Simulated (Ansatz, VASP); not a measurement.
**TiC in VASP and in Ansatz**

INCAR

```
PREC = Accurate ; ENCUT = 520
EDIFF = 1E-6 ; ISMEAR = -1
SIGMA = 0.03 ; LREAL = False
LASPH = True ; NELM = 100
ALGO = Normal ; ISIF = 2
LWAVE = False ; LCHARG = False
GGA = PE ; NBANDS = 15
```

File KPOINTS:

```
regular mesh
0
Gamma
  16 16 16
```

POSCAR

```
TiC
1.0
    0.0000000000      2.1640000000      2.1640000000
    2.1640000000      0.0000000000      2.1640000000
    2.1640000000      2.1640000000      0.0000000000
Ti C
1 1
Direct
    0.0000000000      0.0000000000      0.0000000000
    0.5000000000      0.5000000000      0.5000000000
```

Input for Ansatz:

```yaml
crystal:
  lattice:
    - [0.0, 2.164, 2.164]
    - [2.164, 0.0, 2.164]
    - [2.164, 2.164, 0.0]
  atoms:
    - { symbol: Ti, position: [0.0, 0.0, 0.0] }
    - { symbol: C, position: [0.5, 0.5, 0.5] }
kpoints:
  mp_grid: { grid: [16, 16, 16] }
  band_path:
    path:
      - [0.0, 0.0, 0.0]
      - [0.5, 0.0, 0.5]
      - [0.625, 0.25, 0.625]
      - [0.375, 0.375, 0.75]
      - [0.0, 0.0, 0.0]
      - [0.5, 0.5, 0.5]
      - [0.5, 0.25, 0.75]
      - [0.5, 0.0, 0.5]
    npoints: 8
scf:
  occupations: { method: fermi_dirac, width: 0.03 }
hamiltonian:
  xc: pbe
  pseudopotentials: { kind: all_electron, lapw: { basis_error: 0.001 } }
output:
  forces: true
  stress: true
  eigenvalues: true
  fatbands: true
  populations: true
  dos: { projected: true, de: 0.2, e_range: [-14, 8] }
```

Alike in both runs: task single point; functional PBE; k mesh 16 × 16 × 16; occupations fermi-dirac, width 0.03 eV; no spin polarisation.

|  | VASP | Ansatz |
| --- | --- | --- |
| version | VASP 6.6.1 | Ansatz 0.2.0 |
| potentials or method | VASP PAW PBE potentials, release 64 (Ti_sv, C) | all-electron LAPW, scalar-relativistic |
| plane-wave cutoff (eV) | 520 | see its input |

VASP gave:

- pressure (GPa): 1.1

What did Ansatz give for the same quantities?

Pressure (GPa): 0.8.

Ansatz ran all-electron here, so the differences hold the error of VASP's frozen core and of both bases.
